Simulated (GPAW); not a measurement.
The system is SiNi3.

```
CELL_PARAMETERS angstrom
3.54200 0.00000 0.00000
0.00000 3.54200 0.00000
0.00000 0.00000 3.54200
ATOMIC_POSITIONS crystal
Ni 0.50000 0.50000 0.00000
Ni 0.50000 0.00000 0.50000
Ni 0.00000 0.50000 0.50000
Si 0.00000 0.00000 0.00000
```

| Item | Value |
| --- | --- |
| Program | GPAW 26.7.0 |
| Task | relaxation of cell and atoms |
| Functional | PBEsol |
| Potentials or basis | PAW data sets generated in the run's folder for this functional |
| Cutoff | 600 eV |
| Basis | pw |
| k mesh | 6 × 6 × 6 |
| Occupations | fermi-dirac, width 0.05 eV |
| Spin | collinear spin, ferromagnetic start |
| Starting moments | [1.0, 1.0, 1.0, 0.0] μB |

At the start: pressure -12.0 GPa; volume 11.11 Å³/atom.

Problem. Where does the relaxation end?

Solution. Over 4 steps the energy falls by 24.1 meV/atom and the volume is 10.50 Å³/atom (-5.5 %); space group Pm-3m (No. 221, to 0.05 Å); moment 0.00 μB per cell.

The path:
```csv
step,energy change (eV),largest force (eV/Å),pressure (GPa),volume (Å³)
1,0.0000,0.0000,-11.96,44.44
2,-0.0274,0.0000,-10.30,44.04
3,-0.0957,0.0000,0.98,41.82
4,-0.0963,0.0000,-0.06,42.00
```

Final structure:
```
Ni Si
1.0
     3.47611    0.00000    0.00000
     0.00000    3.47611    0.00000
     0.00000    0.00000    3.47611
Ni Si
3 1
Direct
  0.50000 0.50000 0.00000
  0.50000 0.00000 0.50000
  0.00000 0.50000 0.50000
  0.00000 0.00000 0.00000
```

Caveat: each step starts from the last one's moments, so a moment once lost doesn't come back; the stock nickel data set gives pressures a few GPa off other programs; later steps reuse the first step's grids.
